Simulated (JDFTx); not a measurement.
## KF under changes of volume

One of the cells (17.306 Å³/atom); the others are scaled copies at fixed shape and fractional positions:

```xyz
2
Lattice="3.2590 0.0000 0.0000 0.0000 3.2590 0.0000 0.0000 0.0000 3.2590" Properties=species:S:1:pos:R:3 pbc="T T T"
K     0.0000    0.0000    0.0000
F     1.6295    1.6295    1.6295
```

The cell comes from a database or a generator and needn't be the stable form of this composition.

* Program: JDFTx 1.7.0 (patched build)
* Functional: PBE
* Potentials or basis: PseudoDojo-SR-PBE-0.5-standard
* Cutoff: 1143 eV
* Density cutoff: 4572 eV
* k mesh: 8 × 8 × 8
* Occupations: fermi-dirac, width 0.05 eV
* Spin: no spin polarisation

```csv
volume (Å³/atom),energy over the lowest point (meV/atom),pressure (GPa),gap on the mesh (eV)
16.268,6.62,2.3,6.73
16.614,?,?,?
16.960,0.56,0.6,6.43
17.306,0.00,-0.1,6.29
17.652,1.09,-0.7,6.15
17.999,3.20,-1.3,6.03
18.345,6.43,-1.7,5.90
```

Task: What does the run at 16.614 Å³/atom give?

Result: Energy over the lowest point 2.70 meV/atom; pressure 1.4 GPa; gap on the mesh 6.58 eV.

Worked out: A Birch-Murnaghan fit of order 3 (a polynomial in V^(-2/3)) to the other rows has its minimum at 17.24 Å³/atom with B0 = V·E''(V) = 34 GPa and B' = 6.5. It gives 2.62 meV/atom at 16.614 Å³/atom, against the run's 2.70, and -dE/dV = 1.4 GPa, against 1.4. A straight line through the other rows of the gap, of slope -6.89 eV per unit of ln V, gives 6.58 eV, against the run's 6.58.

Energies are extrapolated to zero smearing.

Caveats: the empty levels aren't tightly converged.

A mesh can miss the band edges.
